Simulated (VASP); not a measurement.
# SnSe: molecular dynamics at constant energy

SnSe, Fm-3m (no. 225), 8 atoms in the cell. PBE, molecular dynamics; PAW potentials Sn, Se (PBE set).

Ensemble: NVE; Starting temperature (K): 1000.

## Input

INCAR:
```
SYSTEM = SnSe
GGA = PE
PREC = Normal
ENCUT = 210
EDIFF = 1E-6
NELMIN = 4
NELM = 60
ALGO = Normal
LREAL = Auto
LASPH = .TRUE.
ISMEAR = 0
SIGMA = 0.05
ISYM = 0
LWAVE = .FALSE.
LCHARG = .FALSE.
IBRION = 0
NSW = 60
POTIM = 3.0
TEBEG = 1000
ISIF = 2
RANDOM_SEED = 705462 0 0
MDALGO = 2
SMASS = -3
KPAR = 2
```

KPOINTS:
```
k-points
0
Monkhorst-Pack
  2 2 2
```

POSCAR:
```
SnSe
1.0
    6.0200000000      0.0000000000      0.0000000000
    0.0000000000      6.0200000000      0.0000000000
    0.0000000000      0.0000000000      6.0200000000
Sn Se
4 4
Direct
    0.0000000000      0.0000000000      0.0000000000
    0.0000000000      0.5000000000      0.5000000000
    0.5000000000      0.0000000000      0.5000000000
    0.5000000000      0.5000000000      0.0000000000
    0.5000000000      0.0000000000      0.0000000000
    0.5000000000      0.5000000000      0.5000000000
    0.0000000000      0.0000000000      0.5000000000
    0.0000000000      0.5000000000      0.0000000000
```

Commands:
```
cat potpaw_PBE.64/Sn/POTCAR potpaw_PBE.64/Se/POTCAR > POTCAR
mpirun -np 2 vasp_std > vasp.out
```

## Result

- Rise of the mean potential energy above the start (meV/atom): 56.0
- Mean temperature (K): 505
- Standard error of the mean temperature (K): 102
- Relative fluctuation of the kinetic energy: 0.456
- Canonical value of that fluctuation: 0.309
- Electronic steps per ionic step after the first: 4.1

Course of the run:

| Time (fs) | Temperature (K) | Potential energy less the first (meV/atom) |
|---|---|---|
| 3 | 1000 | 0.0 |
| 18 | 913 | 9.8 |
| 30 | 736 | 29.9 |
| 45 | 451 | 62.2 |
| 57 | 263 | 83.5 |
| 72 | 185 | 92.3 |
| 84 | 253 | 84.6 |
| 99 | 415 | 66.2 |
| 111 | 539 | 52.2 |
| 126 | 625 | 42.4 |
| 138 | 620 | 43.0 |
| 153 | 517 | 54.7 |
| 165 | 384 | 69.7 |
| 180 | 243 | 85.6 |

The mean temperature lies below the starting 1000 K, since the atoms start on their sites and part of their kinetic energy turns into potential energy.

REPORT:
```
MDALGO =   2
               SCALING =       0
                 CNEXP =     9.000   14.000
           RANDOM_SEED =            705462                0                0

   original number of atomic DOF:         21
   number of independent constraints:      0
   number of active DOF:                  21

========================================
         MD step No.       1
========================================

  Atomic velocities initialized by STEP_tb

  >Energies
                    E_tot             E_pot             E_kin               EPS                ES
   e_b>   -0.34622464E+02   -0.35527290E+02    0.90482554E+00    0.00000000E+00    0.00000000E+00

  >Temperature
               T_sim     T_inst
   tmprt>   1000.000   1000.000

  >Thermostat:
           s(n+1) sdot(n+1)      s(n)   sdot(n)        Qs
   s_b>   0.00000   0.00000   0.00000   0.00000  -3.00000

           RANDOM_SEED =            705462               48                0

[... steps left out ...]

========================================
         MD step No.      60
========================================

  >Energies
                    E_tot             E_pot             E_kin               EPS                ES
   e_b>   -0.34621854E+02   -0.34842144E+02    0.22029052E+00    0.00000000E+00    0.00000000E+00

  >Temperature
               T_sim     T_inst
   tmprt>   1000.000    243.462

  >Thermostat:
           s(n+1) sdot(n+1)      s(n)   sdot(n)        Qs
   s_b>   0.00000   0.00000   0.00000   0.00000  -3.00000

           RANDOM_SEED =            705462               48                0
```

OSZICAR:
```
N       E                     dE             d eps       ncg     rms          rms(c)
DAV:   1     0.115172519896E+03    0.11517E+03   -0.90479E+03   200   0.618E+02
DAV:   2    -0.257205646461E+02   -0.14089E+03   -0.13849E+03   254   0.144E+02
DAV:   3    -0.357477031149E+02   -0.10027E+02   -0.99986E+01   240   0.444E+01
DAV:   4    -0.360217506156E+02   -0.27405E+00   -0.27348E+00   296   0.651E+00
DAV:   5    -0.360230921938E+02   -0.13416E-02   -0.13413E-02   256   0.562E-01    0.705E+00
DAV:   6    -0.355232289800E+02    0.49986E+00   -0.15072E+00   256   0.411E+00    0.433E+00
DAV:   7    -0.355253229894E+02   -0.20940E-02   -0.39672E-01   294   0.224E+00    0.163E+00
DAV:   8    -0.355276827646E+02   -0.23598E-02   -0.56604E-02   288   0.855E-01    0.172E-01
DAV:   9    -0.355271325723E+02    0.55019E-03   -0.10038E-02   254   0.388E-01    0.776E-02
DAV:  10    -0.355272752330E+02   -0.14266E-03   -0.86077E-04   272   0.139E-01    0.158E-02
DAV:  11    -0.355272893136E+02   -0.14081E-04   -0.79114E-05   303   0.386E-02    0.547E-03
DAV:  12    -0.355272900225E+02   -0.70883E-06   -0.39199E-06   240   0.912E-03
[... left out ...]
     58 T=   289. E= -.34621952E+02 F= -.34883316E+02 E0= -.34883316E+02  EK= 0.26136E+00 SP= 0.00E+00 SK= 0.00E+00
     59 T=   264. E= -.34621892E+02 F= -.34860454E+02 E0= -.34860454E+02  EK= 0.23856E+00 SP= 0.00E+00 SK= 0.00E+00
[... last step whole ...]
       N       E                     dE             d eps       ncg     rms          rms(c)
DAV:   1    -0.348421409079E+02    0.18313E-01   -0.43271E-03   397   0.908E-01    0.402E-03
DAV:   2    -0.348421445068E+02   -0.35989E-05   -0.47813E-05   230   0.335E-02    0.235E-03
DAV:   3    -0.348421444901E+02    0.16647E-07   -0.46807E-07   207   0.325E-03    0.164E-03
DAV:   4    -0.348421444202E+02    0.69962E-07   -0.89064E-08   192   0.135E-03
     60 T=   243. E= -.34621854E+02 F= -.34842144E+02 E0= -.34842144E+02  EK= 0.22029E+00 SP= 0.00E+00 SK= 0.00E+00
```

Limits: 180 fs of 8 atoms are too short for converged averages.

VASP 6.6.1 took 320 s on 2 cores (AMD EPYC 7R43 (Zen 3)), a shared host.
